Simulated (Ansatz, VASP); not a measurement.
## CdSe: VASP beside Ansatz

```xyz
2
Lattice="0.0614 3.1010 3.1010 3.1010 0.0614 3.1010 3.1010 3.1010 0.0614" Properties=species:S:1:pos:R:3 pbc="T T T"
Cd    0.0000    0.0000    0.0000
Se    1.5658    1.5658    1.5658
```

Change from the starting cell: equal xy, yz and zx shear strains of +2 %.

Alike in both runs: task single point; functional LDA; k mesh 8 × 8 × 8; occupations fermi-dirac, width 0.03 eV; no spin polarisation.

```csv
,VASP,Ansatz
version,VASP 6.6.1,Ansatz 0.2.0
potentials or method,"VASP PAW LDA potentials, release 64 (Cd, Se), cutoff 520 eV","all-electron LAPW, scalar-relativistic"
```

```csv
,VASP,Ansatz,Ansatz less VASP
pressure (GPa),-2.8,-3.2,-0.36
largest component of the traceless stress (GPa),0.75,0.73,-0.025
rms of the force components (eV/Å),0.084,0.078,-0.0062
```

Atom by atom the forces differ by 0.006 eV/Å (rms over components). Ansatz ran all-electron here, so the differences hold the error of VASP's frozen core and of both bases.
